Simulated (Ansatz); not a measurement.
**Ta2N and the effect of the Hubbard U on Ta d**

```yaml
crystal:
  lattice:
    - [3.11286, 0.00000, 0.00000]
    - [-1.55643, 2.69582, 0.00000]
    - [0.00000, 0.00000, 4.86984]
  atoms:
    - { symbol: Ta, position: [0.33333, 0.66667, 0.25471] }
    - { symbol: Ta, position: [0.66667, 0.33333, 0.74529] }
    - { symbol: N, position: [0.00000, 0.00000, 0.00000] }
```

The cell comes from a database or a generator and needn't be the stable form of this composition.

Kept alike: task band structure; functional r2SCAN; k mesh 10 × 10 × 6; occupations fermi-dirac, width 0.05 eV; no spin polarisation. Program: Ansatz, Ansatz PAW, cutoff 500 eV. The mesh is that of the run's cell of 3 atoms. No spin-orbit coupling.

| run | pressure (GPa) |
| --- | --- |
| A | -4.00 |
| B | 11.71 |
| C | -0.29 |
| D | -5.28 |
| E | -1.62 |
| F | -4.66 |
| G | -2.55 |
| H | -3.31 |

Pressure is positive in compression, with a Pulay correction for the finite cutoff. U acts here on a shell without spin polarisation. For a metal such a mesh leaves the last digits unconverged. How U acts hangs on the program's projectors. All rows use potentials made for PBE. U is the effective U - J on orthogonalised atomic projectors. Double counting: fully localised limit (the default).

The runs differ in the Hubbard U on Ta d alone: 0; 1; 2; 3; 4; 5; 6; 8 eV. Which run is which?

Run A is 2 eV; run B is 8 eV; run C is 6 eV; run D is 0 eV; run E is 5 eV; run F is 1 eV; run G is 4 eV; run H is 3 eV. The pressure rises from -5.28 to 11.71 GPa between 0 and 8 eV. Its step between 6 and 8 is the steepest for its width, which can mark a change of electronic state.
